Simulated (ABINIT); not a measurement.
Ta, 1 atom in the cell. It takes space group Im-3m (No. 229, cubic). The conventional cell has a = 3.303 Å, b = 3.303 Å, c = 3.303 Å, α = 90.00°, β = 90.00°, γ = 90.00°. Around Ta (site symmetry m-3m) lie 8 Ta at 2.86 Å. 

- Program: ABINIT 10.8.3 (patched build)
- Task: band structure
- Functional: HCTH407
- Potentials or basis: JTH PAW PBE v2.0
- Cutoff: 517 eV
- k mesh: 11 × 11 × 11
- Occupations: fermi-dirac, width 0.05 eV
- Spin: no spin polarisation
- Fine-grid cutoff: 1034.03 eV
- Exchange and correlation inside the PAW spheres: full angular mesh (pawxcdev 0, this build's default; the released program takes 1)

Potentials or basis: JTH PAW PBE v2.0.

Run with:

```sh
$ abinit run.abi > log 2>&1
```

Hardware: 1 thread of Intel(R) Xeon(R) Processor @ 2.70GHz (shared host).

**Question.** Estimate the wall time of this run.

**Answer.** Run time: 17 s on 1 thread of Intel(R) Xeon(R) Processor @ 2.70GHz, with other jobs on the host, peak memory 0.11 GiB. Counts: scf iterations 14, mpi ranks 1, k points 56, bands 11, plane waves 490.
